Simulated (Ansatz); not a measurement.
# TiAl₃: a line through an energy map, part 2 of 2

How does the energy of TiAl₃ (I4/mmm, No. 139; 4 atoms in the cell) vary with volume per atom, at c/a of the conventional cell = 2.128?

Ansatz 0.2.0; DFT LDA, scalar-relativistic, plane waves, PAW.

## Step 7: The run at (16.76 Å³, 2.128)

Contents of input.yaml:

```yaml
crystal:
  lattice:
    - [-1.9893955472, 1.9893955472, 4.2340305431]
    - [1.9893955472, -1.9893955472, 4.2340305431]
    - [1.9893955472, 1.9893955472, -4.2340305431]
  atoms:
    - { symbol: Ti, position: [0.0, 0.0, 0.0] }
    - { symbol: Al, position: [0.5, 0.5, 0.0] }
    - { symbol: Al, position: [0.75, 0.25, 0.5] }
    - { symbol: Al, position: [0.25, 0.75, 0.5] }
basis:
  ecutwfc: 520.0
kpoints:
  mp_grid: { grid: [16, 16, 16] }
hamiltonian:
  xc: lda
  pseudopotentials: { kind: paw, azcp: { folder: soft_1 } }
scf:
  occupations: { method: gaussian, width: 0.15 }
output:
  forces: true
  stress: true
  eigenvalues: true
```

Run with:

```sh
$ ansatz run input.yaml --threads 2 --pin off --max-ram 4096MiB --backend cpu --events-out ev --progress --plain --runs-dir out
```

The program printed:

```text
[... 34 lines left out ...]
SCF 1 converged in 7 iterations: F = -3990.346429 eV  dr2 = 1.26e-8
SCF converged after 7 iterations
Free energy (F): -3990.346429 eV
Harris-Foulkes:  -3990.346429 eV  (|F-HF|=8.92e-9)
Internal energy: -3990.321437 eV  (E = F + TS)
E sigma→0 (E₀):  -3990.333933 eV
Entropy (-TS):   -0.024992 eV (-6.248 meV/atom)
Fermi energy:    8.679068 eV
--- Per-component energies (eV) ---
  E_band       = -168.729446
  E_kinetic    = 346.614727
  E_local      = -1281.126870  (includes V_loc(G=0)·N_el)
  E_nonlocal   = 97.327012
  E_hartree    = 543.404681
  E_xc         = -226.563643
  E_vxc        = -232.554509  (∫ρ·V_xc dr)
  E_paw        = -2329.425524  (= ΣΔE_a)
  E_vpaw       = -185.794797  (= ΣTr[D̂ρ^β])
  E_aug_tail   = -0.000023  (compensation charges beyond the density's cutoff)
  E_ewald      = -1141.044897
  E_core_change = 0.493100  (= ΣΔE_core)
  E_smearing   = -0.024992  (= −TS)
  E_closure    = 0.000000  (closes the sum)
  Σ components = -3990.346429   (vs F -3990.346429, Δ=0.00e0)
--- Forces (eV/Å), atoms counted from 1 ---
  atom   1  Ti    -0.00000000     0.00000000     0.00000000
  atom   2  Al    -0.00000000     0.00000000    -0.00000000
  atom   3  Al     0.00000000    -0.00000000     0.00000000
  atom   4  Al     0.00000000     0.00000000     0.00000000
  max |Σ_I F_I| component: 6.94e-18 eV/Å
--- Stress (GPa, compression-positive) ---
      -12.277990       0.000000       0.000000
        0.000000     -12.277990      -0.000000
        0.000000       0.000000      -4.189331
  P = ⅓ Tr σ = -9.5818 GPa (-95.818 kbar)
--- Band table (eV; the first three rows and the last of 349) ---
  k-point 0: bands = ["-47.3792", "-23.9978", "-23.9978", "-23.9018", "-1.0527", "6.2431", "6.5509", "7.3017", "7.3592", "7.3592", "9.3700", "10.0845", "10.0845", "10.3530", "10.9042"]
  k-point 1: bands = ["-47.3792", "-23.9985", "-23.9984", "-23.9017", "-0.9778", "6.3021", "6.4379", "7.0940", "7.2099", "7.4501", "8.9795", "10.1722", "10.2158", "10.6375", "10.7036"]
  k-point 2: bands = ["-47.3790", "-24.0004", "-24.0000", "-23.9015", "-0.7544", "6.1981", "6.4640", "6.5261", "6.9862", "7.6160", "8.2395", "10.3573", "10.3644", "10.4446", "11.1436"]
  k-point 348: bands = ["-47.3792", "-23.9981", "-23.9981", "-23.9043", "0.6573", "1.4153", "6.5308", "7.5107", "7.5107", "8.4630", "9.2916", "9.2916", "9.5090", "11.6043", "12.6963"]
```

Wall time 25 s (2 threads of Arm Neoverse N1, shared host); peak memory 0.65 GiB.

That is 69 meV/atom from the zero.

## Step 8: The run at (17.56 Å³, 2.128)

input.yaml: that of step 7 with these lines changed.

```diff
@@ -2,5 +2,5 @@
   lattice:
-    - [-1.9893955472, 1.9893955472, 4.2340305431]
-    - [1.9893955472, -1.9893955472, 4.2340305431]
-    - [1.9893955472, 1.9893955472, -4.2340305431]
+    - [-2.0208319261, 2.0208319261, 4.3009365883]
+    - [2.0208319261, -2.0208319261, 4.3009365883]
+    - [2.0208319261, 2.0208319261, -4.3009365883]
   atoms:
```

Run with:

```sh
$ ansatz run input.yaml --threads 2 --pin off --max-ram 4096MiB --backend cpu --events-out ev --progress --plain --runs-dir out
```

The program printed:

```text
Warning: <dir> the record states the generating functional pbe (its physics header spells it `PBE`), which answers neither for hamiltonian.xc's functional nor for the lda family's — results may be inconsistent (PPs are generated against a specific XC)
Warning: <dir> the record states the generating functional pbe (its physics header spells it `PBE`), which answers neither for hamiltonian.xc's functional nor for the lda family's — results may be inconsistent (PPs are generated against a specific XC)
Warning: RAYON_NUM_THREADS=2 ignored (pool sized by the plan → 2); use --threads N
Engine: ansatz 0.2.0, aarch64-unknown-linux-gnu
Pseudopotentials: kind: paw
Pseudopotential: Ti, paw, valence charge 12, recommended cutoff 420 eV (normal), <dir>
Pseudopotential: Al, paw, valence charge 3, recommended cutoff 420 eV (normal), <dir>
Functional definition: SPW92
  exchange = slater_x
  correlation = pw_c
Crystal: 4 atoms, lattice volume = 70.256 Å³
Basis set: ecut = 520 eV, 1927 PW (Γ)
Bands: 15, of which v1, the nominal top of the filled ones, is band 11 counted from 1 (10 counted from 0)
Symmetry: 16 space group operations
Space group: I4/mmm (ITA 139), of the structure as read, at distance tolerance 4.1e-5 Å
k-points: 349 of 4096
Non-local potential: Ti, projectors of the file, l = 0: 3, l = 1: 2, l = 2: 3, l = 3: 1
Non-local potential: Al, projectors of the file, l = 0: 2, l = 1: 2, l = 2: 1
PAW form: soft (Blöchl's): semilocal exchange-correlation on the pseudo side does not see the compensation charge
PAW frozen core: Ti, regenerated for the run's functional, and the local potential with it (the file was generated under x = pbe(κ = 0.804, μ = 0.2195149727645171), c = pbe(β = 0.06672455060314922))
PAW frozen core: Al, regenerated for the run's functional, and the local potential with it (the file was generated under x = pbe(κ = 0.804, μ = 0.2195149727645171), c = pbe(β = 0.06672455060314922))
PAW one-centre angular grid: Ti, 590 points (default); XC on 64 Gauss nodes
PAW one-centre angular grid: Al, 110 points (default); XC on 64 Gauss nodes
Initial density: superposition of atomic densities (chi_scale 0.1, normalization cell, long waves kept (reshape's long-wave potential 0.00 eV rms))
Initial wavefunctions: pseudopotential atomic-orbital guess
Functional: x = slater, c = lda
SCF iter   1: F=—  HF=-3990.419948 eV  |F-HF|=—  |Δ(HF+E_count)|=         —  Δρ=2.60e-2  dr2=5.82e-1  ethr=3.10e-3  ⟨swp⟩=5.3  Hψ=26940  notcnv=0
preconditioner: auto → Kerker (q_TF=auto, 2.231 Å⁻¹)  [metal: Δε(μ)=0.003 eV  Ē_g=5.007 eV  σ=0.150 eV  W_gap=0.01  n_scr=14 (ndim 8)  ℏωp=16.0 eV  f_vac=0.000  D(μ)=2.27/eV (n_scr^D=14)]
SCF iter   2: F=—  HF=-3990.241579 eV  |F-HF|=—  |Δ(HF+E_count)|=   1.78e-1  Δρ=1.61e-2  dr2=2.51e-1  ethr=2.77e-3  ⟨swp⟩=2.0  Hψ=9428  notcnv=0  defer=2
SCF iter   3: F=—  HF=-3990.121099 eV  |F-HF|=—  |Δ(HF+E_count)|=   1.20e-1  Δρ=1.74e-3  dr2=2.06e-3  ethr=1.19e-3  ⟨swp⟩=2.6  Hψ=8889  notcnv=0  defer=2
SCF iter   4: F=—  HF=-3990.120278 eV  |F-HF|=—  |Δ(HF+E_count)|=   8.21e-4  Δρ=4.43e-4  dr2=1.06e-4  ethr=9.82e-6  ⟨swp⟩=2.5  Hψ=8753  notcnv=0  defer=2
SCF iter   5: F=—  HF=-3990.120237 eV  |F-HF|=—  |Δ(HF+E_count)|=   4.08e-5  Δρ=7.16e-5  dr2=5.77e-6  ethr=5.07e-7  ⟨swp⟩=2.0  Hψ=7319  notcnv=0  defer=2
SCF iter   6: F=—  HF=-3990.120230 eV  |F-HF|=—  |Δ(HF+E_count)|=   6.77e-6  Δρ=1.54e-5  dr2=1.11e-7  ethr=2.75e-8  ⟨swp⟩=2.0  Hψ=6109  notcnv=0  defer=2
SCF iter   7: F=-3990.120230 eV  HF=-3990.120230 eV  |F-HF|=4.95e-9  |Δ(HF+E_count)|=   2.76e-8  Δρ=3.35e-6  dr2=8.55e-9  ethr=4.76e-10  ⟨swp⟩=4.0  Hψ=19429  notcnv=0
SCF 1 converged in 7 iterations: F = -3990.120230 eV  dr2 = 8.55e-9
SCF converged after 7 iterations
Free energy (F): -3990.120230 eV
Harris-Foulkes:  -3990.120230 eV  (|F-HF|=4.95e-9)
Internal energy: -3990.094078 eV  (E = F + TS)
E sigma→0 (E₀):  -3990.107154 eV
Entropy (-TS):   -0.026152 eV (-6.538 meV/atom)
Fermi energy:    8.177201 eV
--- Per-component energies (eV) ---
  E_band       = -179.189381
  E_kinetic    = 343.652465
  E_local      = -1303.558734  (includes V_loc(G=0)·N_el)
  E_nonlocal   = 96.769862
  E_hartree    = 550.003667
  E_xc         = -225.161205
  E_vxc        = -230.777417  (∫ρ·V_xc dr)
  E_paw        = -2328.998589  (= ΣΔE_a)
  E_vpaw       = -185.279562  (= ΣTr[D̂ρ^β])
  E_aug_tail   = -0.000022  (compensation charges beyond the density's cutoff)
  E_ewald      = -1123.294623
  E_core_change = 0.493100  (= ΣΔE_core)
  E_smearing   = -0.026152  (= −TS)
  E_closure    = 0.000000  (closes the sum)
  Σ components = -3990.120230   (vs F -3990.120230, Δ=0.00e0)
--- Forces (eV/Å), atoms counted from 1 ---
  atom   1  Ti     0.00000000    -0.00000000    -0.00000000
  atom   2  Al     0.00000000     0.00000000    -0.00000000
  atom   3  Al     0.00000000     0.00000000     0.00000000
  atom   4  Al     0.00000000    -0.00000000     0.00000000
  max |Σ_I F_I| component: 1.54e-31 eV/Å
--- Stress (GPa, compression-positive) ---
      -15.201272       0.000000       0.000000
        0.000000     -15.201272       0.000000
        0.000000      -0.000000      -7.769776
  P = ⅓ Tr σ = -12.7241 GPa (-127.241 kbar)
--- Band table (eV; the first three rows and the last of 349) ---
  k-point 0: bands = ["-48.0041", "-24.6118", "-24.6118", "-24.5153", "-1.3138", "5.7709", "6.1103", "6.8863", "6.9147", "6.9147", "8.8338", "9.5161", "9.5161", "9.5656", "10.3900"]
  k-point 1: bands = ["-48.0041", "-24.6123", "-24.6123", "-24.5153", "-1.2415", "5.8269", "6.0118", "6.6363", "6.7929", "6.9903", "8.4578", "9.5988", "9.6302", "9.8639", "10.1646"]
  k-point 2: bands = ["-48.0040", "-24.6138", "-24.6135", "-24.5151", "-1.0258", "5.7939", "5.9783", "6.0584", "6.5658", "7.1337", "7.7441", "9.7598", "9.7697", "9.8872", "10.3899"]
  k-point 348: bands = ["-48.0041", "-24.6120", "-24.6120", "-24.5173", "0.3380", "1.0801", "6.0854", "7.0222", "7.0222", "7.9769", "8.7669", "8.7669", "8.9591", "10.9823", "11.8358"]
```

It took 26 s on 2 threads of Arm Neoverse N1, shared host; peak memory 0.66 GiB.

Energy on the map's scale: 126 meV/atom.

## Step 9: What came out

The summary covers parts 1 to 2.

```
volume per atom (Å³)  step  energy (meV/atom)  slope (meV/atom per Å³)  pressure (GPa)
               12.72     3                206                     −181            29.0
               13.53     4                 93                     −104            16.6
               14.33     –                 34                      −45             7.2
               15.14     5                 17                        0             0.0
               15.95     6                 31                       34            −5.4
               16.76     7                 69                       60            −9.6
               17.56     8                126                       79           −12.7
```

Energies count from the relaxed crystal. Rows without a step come from runs not printed here or follow by symmetry. Slopes come from the forces (and the stress, where the cell changes), not from differences of energies.

What this shows: The lowest point of the line is at 15.14 Å³, 17 meV/atom from the zero. Energies and slopes round the minimum, fitted together, put the minimum at 15.146 Å³, with a curvature of about 48 meV/atom per (Å³)². V·d²E/dV² there is about 120 GPa, a bulk modulus under this line's constraint. The well is lopsided: two grid steps out, the energy rises by 76 meV/atom towards smaller values and 52 meV/atom towards larger ones. The highest point computed, at 12.72 Å³, lies 190 meV/atom above the lowest. This is one cut through a surface in two coordinates; the map's lowest point lies off it.
